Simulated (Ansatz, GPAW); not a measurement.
One calculation of CuI, 3 ways

```xyz
2
Lattice="0.0000 3.0315 3.0315 3.0315 0.0000 3.0315 3.0315 3.0315 0.0000" Properties=species:S:1:pos:R:3 pbc="T T T"
I     0.0000    0.0000    0.0000
Cu    4.5473    4.5473    4.5473
```

Alike in all runs: task single point; functional PBE; k mesh 8 × 8 × 8; occupations gaussian, width 0.014 eV; no spin polarisation; no spin-orbit coupling. Pressure is positive in compression and, in plane waves, holds the error of the finite cutoff, which Ansatz's Pulay term estimates and takes out.

| program and potentials | plane-wave cutoff (eV) | notes | band gap (eV) | pressure (GPa) |
| --- | --- | --- | --- | --- |
| Ansatz, Ansatz PAW | 420 | 18 valence electrons an atom on average; Pulay term of +0.04 GPa included | 1.12 | 0.31 |
| Ansatz, all-electron LAPW, scalar-relativistic | - | - | ? | ? |
| GPAW, GPAW PAW data sets (gpaw-data 1.2.1) | 600 | 9 valence electrons an atom on average | 1.14 | 0.89 |

Q: Estimate from the other rows what the run with Ansatz, all-electron LAPW, scalar-relativistic gave.

A: Band gap 1.12 eV; pressure 0.33 GPa. The other rows, which needn't bracket it: band gap 1.12 to 1.14; pressure 0.31 to 0.89.
